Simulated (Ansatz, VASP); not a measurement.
One calculation of Mg, two programs

```xyz
1
Lattice="-1.7539 1.7539 1.7539 1.7539 -1.7539 1.7539 1.7539 1.7539 -1.7539" Properties=species:S:1:pos:R:3 pbc="T T T"
Mg    0.0000    0.0000    0.0000
```

Alike in both runs: functional LDA; k mesh 15 × 15 × 15; occupations fermi-dirac, width 0.08 eV; no spin polarisation.

Ansatz relaxed the structure, and its values are those at the end. VASP's run is a single point on that final structure, the one shown.

|  | VASP | Ansatz |
| --- | --- | --- |
| version | VASP 6.6.1 | Ansatz 0.2.0 |
| potentials or method | VASP PAW LDA potentials, release 64 (Mg) | PAW with Ansatz's default frozen-core files, scalar-relativistic |
| plane-wave cutoff (eV) | 520 | 420 |
| valence electrons in the cell | 2 | 10 |

|  | VASP | Ansatz | Ansatz less VASP |
| --- | --- | --- | --- |
| pressure (GPa) | -0.3 | 0.0 | +0.33 |

The two sets of potentials don't hold the same shells in valence.
